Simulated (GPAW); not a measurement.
# SiNi3 (Pm-3m) in GPAW: convergence with density grid spacing (A)

Aim: find how far density grid spacing (A) must go before the results for SiNi3 settle, at r2SCAN. This setting moves, with any that are tied to it; all else stays.

Program: GPAW 26.7.0. These are calculated values, not measurements. Logs are shortened: lines on timing, memory, paths and dates and some standing lists are left out, and cuts for length are marked. The log counts tension as positive stress, the text compression.

## (1) The structure

Symmetry: Pm-3m, No. 221, cubic system. Conventional cell: a = 3.542 Å, b = 3.542 Å, c = 3.542 Å, α = 90.00°, β = 90.00°, γ = 90.00°. Ni (site symmetry 4/mmm) is surrounded by 8 Ni at 2.50 Å and 4 Si at 2.50 Å. Si (site symmetry m-3m) has 12 Ni at 2.50 Å as nearest neighbours.

## (2) With density grid spacing (A) 0.24

File run.py:

```python
from ase.dft.bandgap import bandgap
from ase.io import read, write
from ase.units import GPa
from gpaw import GPAW, PW

atoms = read('SiNi3.xyz')
atoms.set_initial_magnetic_moments([1.0, 1.0, 1.0, 0.0])

calc = GPAW(mode=PW(600),
            h=0.24,
            xc='MGGA_X_R2SCAN+MGGA_C_R2SCAN',
            kpts={'size': (5, 5, 5), 'gamma': True},
            occupations={'name': 'fermi-dirac', 'width': 0.05},
            nbands=45,
            convergence={'density': 1e-05, 'energy': 1e-05},
            maxiter=100,
            txt='gpaw.txt')
atoms.calc = calc
energy = atoms.get_potential_energy()
forces = atoms.get_forces()
stress = atoms.get_stress()
calc.write('gs.gpw')
write('result.traj', atoms)
print(f'Energy: {energy:.6f} eV')
print('Forces (eV/A):')
print(forces.round(4))
print('Stress (GPa):', (stress / GPa).round(3))
print('Moments:', calc.get_magnetic_moments().round(3))
print('Fermi level:', round(calc.get_fermi_level(), 4), 'eV')
print(f'Gap: {bandgap(calc)[0]:.4f} eV, direct: {bandgap(calc, direct=True)[0]:.4f} eV')
```

File SiNi3.xyz:

```xyz
4
Lattice="3.5420000000 0.0000000000 0.0000000000 0.0000000000 3.5420000000 0.0000000000 0.0000000000 0.0000000000 3.5420000000" Properties=species:S:1:pos:R:3 pbc="T T T"
Ni     1.7710000000      1.7710000000      0.0000000000
Ni     1.7710000000      0.0000000000      1.7710000000
Ni     0.0000000000      1.7710000000      1.7710000000
Si     0.0000000000      0.0000000000      0.0000000000
```

Potentials or basis: GPAW PAW data sets (gpaw-data 1.2.1), pw.

Run with:

```
$ OMP_NUM_THREADS=1 python run.py
```

Wall time 45 s (1 thread of Arm Neoverse V2, shared host); peak memory 0.26 GiB.

Results:

| Item | Value |
| --- | --- |
| Free energy | -48.6965 eV |
| Pressure | -10.4 GPa |
| Band gap on the k mesh | none (metal or under the smearing width) |
| Net moment | 0.26 μB per cell |
| Site moments | Ni +0.11; Si -0.01 μB |

## (3) With density grid spacing (A) 0.2

run.py: that of step 2 with these lines changed.

```diff
@@ -9,3 +9,3 @@
 calc = GPAW(mode=PW(600),
-            h=0.24,
+            h=0.2,
             xc='MGGA_X_R2SCAN+MGGA_C_R2SCAN',
```

SiNi3.xyz is that of step 2.

Potentials or basis: GPAW PAW data sets (gpaw-data 1.2.1), pw.

Run with:

```
$ OMP_NUM_THREADS=1 python run.py
```

Run time: 70 s. Hardware: 1 thread of Arm Neoverse V2, shared host; peak memory 0.27 GiB.

Results:

| Item | Value |
| --- | --- |
| Free energy | -48.6949 eV |
| Pressure | -10.5 GPa |
| Band gap on the k mesh | none (metal or under the smearing width) |
| Net moment | 0.26 μB per cell |
| Site moments | Ni +0.11; Si -0.01 μB |

## (4) With density grid spacing (A) 0.17

run.py: that of step 3 with these lines changed.

```diff
@@ -9,3 +9,3 @@
 calc = GPAW(mode=PW(600),
-            h=0.2,
+            h=0.17,
             xc='MGGA_X_R2SCAN+MGGA_C_R2SCAN',
```

SiNi3.xyz is that of step 3.

Run with:

```
$ OMP_NUM_THREADS=1 python run.py
```

It took 98 s on 1 thread of Arm Neoverse V2, shared host; peak memory 0.28 GiB.

What came out:

* Free energy: -48.6956 eV
* Pressure: -10.5 GPa
* Band gap on the k mesh: none (metal or under the smearing width)
* Net moment: 0.26 μB per cell
* Site moments: Ni +0.11; Si -0.01 μB

## (5) With density grid spacing (A) 0.15

run.py: that of step 4 with these lines changed.

```diff
@@ -9,3 +9,3 @@
 calc = GPAW(mode=PW(600),
-            h=0.17,
+            h=0.15,
             xc='MGGA_X_R2SCAN+MGGA_C_R2SCAN',
```

SiNi3.xyz is that of step 4.

Run with:

```
$ OMP_NUM_THREADS=1 python run.py
```

Run time: 1.9 min. Hardware: 1 thread of Arm Neoverse V2, shared host; peak memory 0.3 GiB.

Results (log left out):

* Free energy: -48.6957 eV
* Pressure: -10.5 GPa
* Band gap on the k mesh: none (metal or under the smearing width)
* Net moment: 0.26 μB per cell
* Site moments: Ni +0.11; Si -0.01 μB

## (6) With density grid spacing (A) 0.13

run.py: that of step 5 with these lines changed.

```diff
@@ -9,3 +9,3 @@
 calc = GPAW(mode=PW(600),
-            h=0.15,
+            h=0.13,
             xc='MGGA_X_R2SCAN+MGGA_C_R2SCAN',
```

SiNi3.xyz is that of step 5.

Potentials or basis: GPAW PAW data sets (gpaw-data 1.2.1), pw.

Run with:

```
$ OMP_NUM_THREADS=1 python run.py
```

Wall time 3.1 min (1 thread of Arm Neoverse V2, shared host); peak memory 0.33 GiB.

The run converged. Its results:

```yaml
Free_energy: -48.6956 eV
Pressure: -10.5 GPa
Band_gap_on_the_k_mesh: none (metal or under the smearing width)
Net_moment: 0.26 μB per cell
Site_moments: Ni +0.11; Si -0.01 μB
```

## (7) With density grid spacing (A) 0.11

run.py: that of step 6 with these lines changed.

```diff
@@ -9,3 +9,3 @@
 calc = GPAW(mode=PW(600),
-            h=0.13,
+            h=0.11,
             xc='MGGA_X_R2SCAN+MGGA_C_R2SCAN',
```

SiNi3.xyz is that of step 6.

Potentials or basis: GPAW PAW data sets (gpaw-data 1.2.1), pw.

Run with:

```
$ OMP_NUM_THREADS=1 python run.py
```

gpaw.txt:

```text
__  _  _
 | _ |_)|_||  |
 |__||  | ||/\| - 26.7.0

Input parameters:
  mode=PW(ecut=600.0),
  convergence={'density': 1e-05, 'energy': 1e-05},
  h=0.11,
  kpts=MonkhorstPack(size=(5, 5, 5), gamma=True),
  maxiter=100,
  nbands=45,
  occupations=Occupations(name='fermi-dirac', width=0.05),
  xc=XC(name='MGGA_X_R2SCAN+MGGA_C_R2SCAN')

Diagonalizing LCAO Hamiltonian
Converting LCAO to pw mode
   .--------.
  /|        |
 * |        |
 |Ni        |
 | .-Ni-----.
 |/    Ni  /
 Si-------*

Atoms  # Å, Bohr magnetons
|   | symbol |        x |        y |        z |    initial magnetic moments |
|---|--------|----------|----------|----------|-----------------------------|
| 0 |     Ni | 1.771000 | 1.771000 | 0.000000 | ( 0.0000,  0.0000,  1.0000) |
| 1 |     Ni | 1.771000 | 0.000000 | 1.771000 | ( 0.0000,  0.0000,  1.0000) |
| 2 |     Ni | 0.000000 | 1.771000 | 1.771000 | ( 0.0000,  0.0000,  1.0000) |
| 3 |     Si | 0.000000 | 0.000000 | 0.000000 | ( 0.0000,  0.0000,  0.0000) |

Unit cell  # Å
| periodic |        x |        y |        z |  lengths |    angles |
|----------|----------|----------|----------|----------|-----------|
|      yes | 3.542000 | 0.000000 | 0.000000 | 3.542000 | 90.000000 |
|      yes | 0.000000 | 3.542000 | 0.000000 | 3.542000 | 90.000000 |
|      yes | 0.000000 | 0.000000 | 3.542000 | 3.542000 | 90.000000 |

Number of symmetries: 48
Symmetry operations  # r_c * U_cc + t_c -> r_c
|    | kind |            matrix            |
|----|------|------------------------------|
|  0 |  E   |  1, 0, 0,  0, 1, 0,  0, 0, 1 |
|  1 |  σ   |  1, 0, 0,  0, 1, 0,  0, 0,-1 |
|  2 |  σ   |  1, 0, 0,  0, 0, 1,  0, 1, 0 |
|  3 |  C4  |  1, 0, 0,  0, 0, 1,  0,-1, 0 |
|  4 |  C4  |  1, 0, 0,  0, 0,-1,  0, 1, 0 |
|  5 |  σ   |  1, 0, 0,  0, 0,-1,  0,-1, 0 |
|  6 |  σ   |  1, 0, 0,  0,-1, 0,  0, 0, 1 |
|  7 |  C2  |  1, 0, 0,  0,-1, 0,  0, 0,-1 |
|  8 |  σ   |  0, 1, 0,  1, 0, 0,  0, 0, 1 |
|  9 |  C2  |  0, 1, 0,  1, 0, 0,  0, 0,-1 |
| 10 |  C3  |  0, 1, 0,  0, 0, 1,  1, 0, 0 |
| 11 |  S6  |  0, 1, 0,  0, 0, 1, -1, 0, 0 |
| 12 |  S6  |  0, 1, 0,  0, 0,-1,  1, 0, 0 |
| 13 |  C3  |  0, 1, 0,  0, 0,-1, -1, 0, 0 |
| 14 |  C4  |  0, 1, 0, -1, 0, 0,  0, 0, 1 |
| 15 |  S4  |  0, 1, 0, -1, 0, 0,  0, 0,-1 |
| 16 |  C3  |  0, 0, 1,  1, 0, 0,  0, 1, 0 |
| 17 |  S6  |  0, 0, 1,  1, 0, 0,  0,-1, 0 |
| 18 |  σ   |  0, 0, 1,  0, 1, 0,  1, 0, 0 |
| 19 |  C4  |  0, 0, 1,  0, 1, 0, -1, 0, 0 |
| 20 |  C2  |  0, 0, 1,  0,-1, 0,  1, 0, 0 |
| 21 |  S4  |  0, 0, 1,  0,-1, 0, -1, 0, 0 |
| 22 |  S6  |  0, 0, 1, -1, 0, 0,  0, 1, 0 |
| 23 |  C3  |  0, 0, 1, -1, 0, 0,  0,-1, 0 |
| 24 |  S6  |  0, 0,-1,  1, 0, 0,  0, 1, 0 |
| 25 |  C3  |  0, 0,-1,  1, 0, 0,  0,-1, 0 |
| 26 |  C4  |  0, 0,-1,  0, 1, 0,  1, 0, 0 |
| 27 |  σ   |  0, 0,-1,  0, 1, 0, -1, 0, 0 |
| 28 |  S4  |  0, 0,-1,  0,-1, 0,  1, 0, 0 |
| 29 |  C2  |  0, 0,-1,  0,-1, 0, -1, 0, 0 |
| 30 |  C3  |  0, 0,-1, -1, 0, 0,  0, 1, 0 |
| 31 |  S6  |  0, 0,-1, -1, 0, 0,  0,-1, 0 |
| 32 |  C4  |  0,-1, 0,  1, 0, 0,  0, 0, 1 |
| 33 |  S4  |  0,-1, 0,  1, 0, 0,  0, 0,-1 |
| 34 |  S6  |  0,-1, 0,  0, 0, 1,  1, 0, 0 |
| 35 |  C3  |  0,-1, 0,  0, 0, 1, -1, 0, 0 |
| 36 |  C3  |  0,-1, 0,  0, 0,-1,  1, 0, 0 |
| 37 |  S6  |  0,-1, 0,  0, 0,-1, -1, 0, 0 |
| 38 |  σ   |  0,-1, 0, -1, 0, 0,  0, 0, 1 |
| 39 |  C2  |  0,-1, 0, -1, 0, 0,  0, 0,-1 |
| 40 |  σ   | -1, 0, 0,  0, 1, 0,  0, 0, 1 |
| 41 |  C2  | -1, 0, 0,  0, 1, 0,  0, 0,-1 |
| 42 |  C2  | -1, 0, 0,  0, 0, 1,  0, 1, 0 |
| 43 |  S4  | -1, 0, 0,  0, 0, 1,  0,-1, 0 |
| 44 |  S4  | -1, 0, 0,  0, 0,-1,  0, 1, 0 |
| 45 |  C2  | -1, 0, 0,  0, 0,-1,  0,-1, 0 |
| 46 |  C2  | -1, 0, 0,  0,-1, 0,  0, 0, 1 |
| 47 |  i   | -1, 0, 0,  0,-1, 0,  0, 0,-1 |

BZ-sampling:
  Number of BZ points: 125
  Number of IBZ points: 10

  Monkhorst-Pack size: [5, 5, 5]
  Monkhorst-Pack shift: [0, 0, 0]

K-points  # in reciprocal-cell coordinates
|   |                                coordinates |     weight |
|---|--------------------------------------------|------------|
| 0 | (  0.00000000,   0.00000000,   0.00000000) | 0.00800000 |
| 1 | (  0.20000000,   0.00000000,   0.00000000) | 0.04800000 |
| 2 | (  0.20000000,   0.20000000,   0.00000000) | 0.09600000 |
| 3 | (  0.20000000,   0.20000000,   0.20000000) | 0.06400000 |
| 4 | (  0.40000000,   0.00000000,   0.00000000) | 0.04800000 |
| 5 | (  0.40000000,   0.20000000,   0.00000000) | 0.19200000 |
| 6 | (  0.40000000,   0.20000000,   0.20000000) | 0.19200000 |
| 7 | (  0.40000000,   0.40000000,   0.00000000) | 0.09600000 |
| 8 | (  0.40000000,   0.40000000,   0.20000000) | 0.19200000 |
| 9 | (  0.40000000,   0.40000000,   0.40000000) | 0.06400000 |

Plane wave coefficients: 1503
Cutoff: 600.0 eV

Spin-components: 2 (collinear spins)
Bands:           45
Projectors:      23
Spin-degeneracy: 1
Datatype:        complex128

Parallelization:
  kpt:    1
  domain: 1
  band:   1

Density:
  Valence electrons: 52.0
  Components: 2
  Grid points: [35 35 35]
  Charge: 0.0  # |e|

Potential:
  Grid points: [35 35 35]

species:
  Ni:
    name:    Nickel
    Z:       28.0
    valence: 16
    core:    12
    charge:  0.0  # [|e|]
    compensation charges:
      type: gauss
      rc: 0.36  # [Å]
      lmax: 2
    cutoffs:
      filter: 2.14  # [Å]
      core: 1.98  # [Å]
    projectors
    | kind |    occ | energy [eV] | rcut [Å] |
    |------|--------|-------------|----------|
    |   4s |  2.000 |      -5.642 |    1.164 |
    |   3p |  6.000 |     -71.394 |    1.207 |
    |   4p |  0.000 |      -1.226 |    1.207 |
    |   3d |  8.000 |      -8.875 |    1.138 |
    |    s |        |      21.570 |    1.164 |
    |    d |        |      18.337 |    1.138 |

    Using partial waves for Ni as LCAO basis

  Si:
    name:    Silicon
    Z:       14.0
    valence: 4
    core:    10
    charge:  0.0  # [|e|]
    compensation charges:
      type: gauss
      rc: 0.33  # [Å]
      lmax: 2
    cutoffs:
      filter: 1.86  # [Å]
      core: 2.06  # [Å]
    projectors
    | kind |    occ | energy [eV] | rcut [Å] |
    |------|--------|-------------|----------|
    |   3s |  2.000 |     -10.812 |    1.058 |
    |   3p |  2.000 |      -4.081 |    1.058 |
    |    s |        |      16.399 |    1.058 |
    |    p |        |      23.130 |    1.058 |
    |    d |        |       0.000 |    1.058 |

    Using partial waves for Si as LCAO basis

Reference energy: -131990.339592  # eV

eigensolver:
  PPCG
  Converge bands: occupied
  niter=2

density mixing:
  MSR1-Mixer
  Pratt-step length: 0.05
  Maximum mixing coefficient: 0.75
  Old densities: 10
  SVD Regularization: 0.005
  Good broyden scale: 1.0
  Trust region scale: 1.0
  Backstep threshold: 4.0
  History deletion threshold: 6.0
  Fourier metric: weight=20.0, sigma=0.015

occupation numbers:
  Fermi-Dirac:
    width: 0.0500  # eV

poisson solver:
  ecut: 4800.0  # eV

xc functional:
  name: MGGA_X_R2SCAN+MGGA_C_R2SCAN with 2 nearest neighbor stencil

convergence criteria:
- Maximum integral of absolute [dens]ity change: 1e-05 electrons / valence electron
- Maximum [total energy] change in last 3 cyles: 1e-05 eV / valence electron
- Maximum integral of absolute [eigenst]ate change: 4e-08 eV^2 / valence electron
maximum number of iterations: 100

SCF iterations
|iter     | |      energy | eigst |  dens |  magmom |
|---------|-|-------------|-------|-------|---------|
|iter:   1| |  -52.302748 | +0.65 |       |  +3.0033|
|iter:   2| |  -48.297509 | -1.22 | -1.11 |  +2.9055|
|iter:   3| |  -48.401585 | -2.51 | -1.18 |  +2.0749|
|iter:   4| |  -48.602728 | -2.86 | -1.50 |  +1.3826|
|iter:   5| |  -48.639843 | -3.15 | -1.71 |  +0.8075|
|iter:   6| |  -48.663632 | -3.66 | -2.21 |  +0.4029|
|iter:   7| |  -48.678282 | -3.54 | -2.20 |  +0.0337|
|iter:   8| |  -48.682008 | -4.01 | -2.21 |  +0.3958|
|iter:   9| |  -48.686599 | -4.17 | -2.55 |  +0.2792|
|iter:  10| |  -48.686795 | -4.78 | -3.22 |  +0.2651|
|iter:  11| |  -48.686767c| -5.53 | -3.72 |  +0.2597|
|iter:  12| |  -48.686751c| -6.20 | -4.22 |  +0.2592|
|iter:  13| |  -48.686741c| -7.28 | -4.71 |  +0.2580|
|iter:  14| |  -48.686739c| -7.58c| -5.21c|  +0.2578|

Converged in 14 steps
Energy contributions relative to reference atoms: (reference = -131990.339592)

Energy contributions:
  Kinetic:          38.319307
  Coulomb:         -29.812950
  Zero:              0.198813
  External:          0.000000
  Xc:              -57.382914
  Entropy:          -0.017989
  Spinorbit:         0.000000
  ----------------------------
  Free energy:     -48.695733
  Extrapolated:    -48.686739

dipole moment: (-14.845603, -14.845603, -14.845603)  # |e|*Ang

Total magnetic moment: (0.000000, 0.000000, 0.257846)

Local magnetic moments
|        x |        y |         z |
|----------|----------|-----------|
| 0.000000 | 0.000000 |  0.105704 |  # Ni   0
| 0.000000 | 0.000000 |  0.105704 |  # Ni   1
| 0.000000 | 0.000000 |  0.105704 |  # Ni   2
| 0.000000 | 0.000000 | -0.008705 |  # Si   3

Fermi level: 9.259
Eigenvalues  # (at kpt = [0.000, 0.000, 0.000])
| band index |      eig [eV] | occ [0-1] |      eig [eV] | occ [0-1] |
|------------|---------------|-----------|---------------|-----------|
|          0 |       -56.649 |     1.000 |       -56.477 |     1.000 |
|        ... |               |           |               |           |
|         19 |         8.191 |     1.000 |         8.133 |     1.000 |
|         20 |         8.191 |     1.000 |         8.133 |     1.000 |
|         21 |         8.191 |     1.000 |         8.133 |     1.000 |
|         22 |         8.484 |     1.000 |         8.538 |     1.000 |
|         23 |         8.484 |     1.000 |         8.538 |     1.000 |
|         24 |         8.825 |     1.000 |         8.984 |     0.996 |
|         25 |         9.152 |     0.895 |         9.444 |     0.024 |
|         26 |         9.152 |     0.895 |         9.444 |     0.024 |
|         27 |         9.152 |     0.895 |         9.444 |     0.024 |
|         28 |        14.208 |     0.000 |        14.216 |     0.000 |
|         29 |        15.679 |     0.000 |        15.733 |     0.000 |
|         30 |        15.679 |     0.000 |        15.733 |     0.000 |
|         31 |        20.068 |     0.000 |        20.035 |     0.000 |
|         32 |        20.068 |     0.000 |        20.035 |     0.000 |
|         33 |        20.068 |     0.000 |        20.035 |     0.000 |
|        ... |               |           |               |           |
|         44 |        35.441 |     0.000 |        35.446 |     0.000 |

No gap
No difference between direct/indirect transitions

Forces  # eV/Ang
|        x |        y |        z |
|----------|----------|----------|
| -0.00000 |  0.00000 |  0.00000 |  # Ni   0
| -0.00000 |  0.00000 | -0.00000 |  # Ni   1
|  0.00000 | -0.00000 |  0.00000 |  # Ni   2
| -0.00000 | -0.00000 | -0.00000 |  # Si   3

Stress tensor  # eV/Ang^3
|        x |        y |        z |
|----------|----------|----------|
| 0.065702 | 0.000000 | 0.000000 |
| 0.000000 | 0.065702 | 0.000000 |
| 0.000000 | 0.000000 | 0.065702 |

# Writing to gs.gpw (mode='')
```

It took 6.3 min on 1 thread of Arm Neoverse V2, shared host; peak memory 0.41 GiB.

What came out:

- Free energy: -48.6957 eV
- Pressure: -10.5 GPa
- Band gap on the k mesh: none (metal or under the smearing width)
- Net moment: 0.26 μB per cell
- Site moments: Ni +0.11; Si -0.01 μB

## (8) With density grid spacing (A) 0.09

run.py: that of step 7 with these lines changed.

```diff
@@ -9,3 +9,3 @@
 calc = GPAW(mode=PW(600),
-            h=0.11,
+            h=0.09,
             xc='MGGA_X_R2SCAN+MGGA_C_R2SCAN',
```

SiNi3.xyz is that of step 7.

Run with:

```
$ OMP_NUM_THREADS=1 python run.py
```

Run time: 8.3 min. Hardware: 1 thread of Arm Neoverse V2, shared host.

The calculation hadn't finished when its time ran out.

## (9) The series at a glance

| density grid spacing (A) | energy less the tightest run, at zero smearing (meV/atom) | pressure (GPa) | SCF cycles | CPU time (s) | peak memory (GiB) |
| --- | --- | --- | --- | --- | --- |
| 0.24 | -0.19 | -10.40 | 14 | 45 | 0.26 |
| 0.2 | 0.20 | -10.49 | 14 | 70 | 0.27 |
| 0.17 | 0.02 | -10.51 | 14 | 98 | 0.28 |
| 0.15 | 0.01 | -10.52 | 14 | 110 | 0.3 |
| 0.13 | 0.03 | -10.52 | 14 | 180 | 0.33 |
| 0.11 | 0.00 | -10.53 | 14 | 380 | 0.41 |
| 0.09 | timed out after 500 s | - | - | - | - |

Against the tightest run, the energy stays within 1 meV/atom from 0.24 on; the pressure stays within 0.1 GPa from 0.2 on. The tightest run that finished is the yardstick and may itself not be fully converged.

Caveats: the stock nickel data set gives pressures a few GPa off other programs; the PAW data sets were made with another functional, which shifts forces and pressure a little.
